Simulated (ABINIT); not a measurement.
The system is CuI.

```
I Cu
1.0
     4.09020    0.00000    0.00000
     0.00000    4.09020    0.00000
     0.00000    0.00000    6.55146
I Cu
2 2
Direct
  0.00000 0.50000 0.74303
  0.50000 0.00000 0.25697
  0.00000 0.00000 0.00000
  0.50000 0.50000 0.00000
```

Measurements of this composition are mostly on another form, of space group No. 216.

Program: ABINIT 10.8.3 (patched build). Alike in all runs: task band structure; no spin polarisation; cell as given; k mesh 7 × 7 × 4; smearing fermi-dirac 0.05 eV.

Q: Order these runs on this cell by their pressure, lowest first.
A. level r2SCAN; potentials or basis JTH PAW PBE v2.0; cutoff (eV) 844; fine-grid cutoff 1442.2 eV
B. level LDA; potentials or basis JTH PAW LDA v2.0; cutoff (eV) 707; fine-grid cutoff 1306.15 eV
C. level PBEsol; potentials or basis PseudoDojo NC SR PBEsol v0.4.1 standard; cutoff (eV) 1252

A: B (-3.2 GPa), C (-1.5 GPa), A (0.6 GPa).

Caveats: the PAW data sets were made with another functional, which shifts forces and pressure a little (some runs); this functional lacks dispersion, which binds the layers, so the pressure and a relaxed spacing across them are unreliable (some runs).
